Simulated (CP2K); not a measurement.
Runs of CP2K 2026.2 on Ge. The structure is orthorhombic, space group Cmcm (No. 63). Conventional cell: a = 2.976 Å, b = 5.189 Å, c = 4.728 Å, α = 90.00°, β = 90.00°, γ = 90.00°. Ge (site symmetry m2m) has 12 Ge at 2.92 to 2.99 Å as nearest neighbours. This isn't the form of Ge at room conditions, which is diamond.

| level | potentials or basis | spin | cell | smearing | MAX_SCF | MIXING ALPHA | NBUFFER | NGRIDS | potentials | gap on the mesh (eV) | pressure (GPa) |
| --- | --- | --- | --- | --- | --- | --- | --- | --- | --- | --- | --- |
| LDA | GTH_POTENTIALS Ge GTH-PADE-q4; TZVP-MOLOPT-PBE-GTH basis | off | the cell as VASP's run set it | gaussian 0.1 eV | 100 | 0.4 | 8 | 5 | Ge GTH-PADE-q4 of GTH_POTENTIALS | none | -1.2 |
| PBE | POTENTIAL_UZH Ge GTH-PBE-q4; TZVP-MOLOPT-PBE-GTH basis | off | the cell as VASP's run set it | gaussian 0.05 eV | 100 | 0.4 | 8 | 4 | Ge GTH-PBE-q4 of POTENTIAL_UZH | none | 5.4 |
| PBE | POTENTIAL_UZH Ge GTH-PBE-q4; TZVP-MOLOPT-PBE-GTH basis | off | as given | gaussian 0.05 eV | 100 | 0.4 | 8 | 4 | Ge GTH-PBE-q4 of POTENTIAL_UZH | none | 5.4 |
| BLYP | GTH_POTENTIALS Ge GTH-BLYP-q4; TZVP-MOLOPT-PBE-GTH basis | collinear, ferrimagnetic start | as given | fermi-dirac 0.05 eV | 150 | 0.2 | 10 | 4 | Ge GTH-BLYP-q4 of GTH_POTENTIALS | none | 10.4 |
| LDA | GTH_POTENTIALS Ge GTH-PADE-q4; TZVP-MOLOPT-PBE-GTH basis | off | as given | gaussian 0.1 eV | 100 | 0.4 | 8 | 4 | Ge GTH-PADE-q4 of GTH_POTENTIALS | none | -1.2 |
| PBEsol | POTENTIAL_UZH Ge GTH-PBE-q4; TZVP-MOLOPT-PBE-GTH basis | off | as given | gaussian 0.02 eV | 100 | 0.4 | 8 | 5 | Ge GTH-PBE-q4 of POTENTIAL_UZH | none | (a) |

Alike in all rows: task single point; k mesh 10 × 10 × 6.

Problem. Fill in the values left out.

Solution. (a) 4.0.

Caveats: the basis of atomic orbitals isn't converged, which shifts pressures, moduli and gaps; the potentials were made for another functional, which shifts forces and pressure (some runs).

A k mesh can miss the band edges, and the runs leave out spin-orbit coupling on Ge.

A gap of «none» marks a metal or a gap under the smearing width.
